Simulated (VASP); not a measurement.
Wanted: the native input for a VASP 6.6.1 run.

| Property | Result |
| --- | --- |
| Task | relaxation of the atoms |
| Functional | PBEsol |
| Potentials or basis | VASP PAW PBE potentials, release 64 (In_d, P) |
| Cutoff | 600 eV |
| k mesh | 8 × 8 × 8 |
| Occupations | gaussian, width 0.03 eV |
| Spin | no spin polarisation |
| Further INCAR settings | ALGO = Fast; EDIFF = 1e-07; IBRION = 2; EDIFFG = -0.01; NSW = 40 |

The structure of InP lies in POSCAR:

```
InP                                     
1.0
    0.0000000000      2.9196031694      2.9196031694
    2.9196031694      0.0000000000      2.9196031694
    2.9196031694      2.9196031694      0.0000000000
  In              P             
     1     1
Direct
     0.0000000000000000    0.0000000000000000    0.0000000000000000
     0.2500000000000000    0.2500000000000000    0.2500000000000000
```

The cell isn't the ideal one: a relaxed cell with its volume scaled by 0.98.

One way to write it, as run:

INCAR

```
ALGO = Fast ; EDIFF = 1E-7
EDIFFG = -0.01 ; ENCUT = 600
GGA = PS ; IBRION = 2
ISIF = 2 ; ISMEAR = 0
LASPH = T ; LCHARG = F
LREAL = F ; LWAVE = F
NELM = 80 ; NSW = 40
PREC = Accurate ; SIGMA = 0.03
```

KPOINTS

```
k-points
0
Gamma
  8 8 8
```

Potentials or basis: VASP PAW PBE potentials, release 64 (In_d, P).

The run is started by

```console
$ cat potpaw_PBE.64/In_d/POTCAR potpaw_PBE.64/P/POTCAR > POTCAR
$ mpirun -np 1 vasp_std > vasp.out
```

It gave:

| Quantity | Value |
| --- | --- |
| Pressure after relaxing | 1.4 GPa |
| Band gap on the k mesh | 0.67 eV, direct |

Caveat: the relaxation stopped at its first step, so nothing moved; the PAW data sets were made with another functional, which shifts forces and pressure a little; spin-orbit coupling is left out, which moves the levels of the heavy elements.

Wall time 41 s on 1 thread of Intel(R) Xeon(R) Platinum 8259CL CPU @ 2.50GHz (Skylake/Cascade Lake), with other jobs on the host, peak memory 0.21 GiB.
